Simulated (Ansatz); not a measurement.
**Zone-centre modes in SiO₂**

The calculation used Ansatz, DFT PBEsol, scalar-relativistic, plane waves, PAW. The runs took a 420 eV cutoff, a Γ-centred 6×6×4 mesh and Gaussian smearing (0.05 eV). No spin polarisation.

Zero of the scan (relaxed at this level; this form isn't the usual structure):

```
Si O
1.0
     5.07972    0.00000    0.00000
    -2.53986    4.39916    0.00000
     0.00000    0.00000    5.55901
Si O
3 6
Direct
  0.50000 0.00000 0.00000
  0.50000 0.50000 0.33333
  0.00000 0.50000 0.66667
  0.41546 0.20773 0.16667
  0.20773 0.41546 0.50000
  0.79227 0.20773 0.83333
  0.58454 0.79227 0.16667
  0.79227 0.58454 0.50000
  0.20773 0.79227 0.83333
```

Harmonic modes by finite displacements of 0.02 Å, without the LO–TO term.

Q: At this geometry, is the structure stable against these modes?

A: No: 1 mode is unstable, the strongest at 64i cm⁻¹.

Q: List the wavenumbers in cm⁻¹.

A: 64i, 0, 0, 0, 73, 73, 232, 232, 343, 374, 374, 387, 388, 388, 395, 416, 659, 659, 758, 763, 763, 1072, 1072, 1076, 1096, 1175, 1175.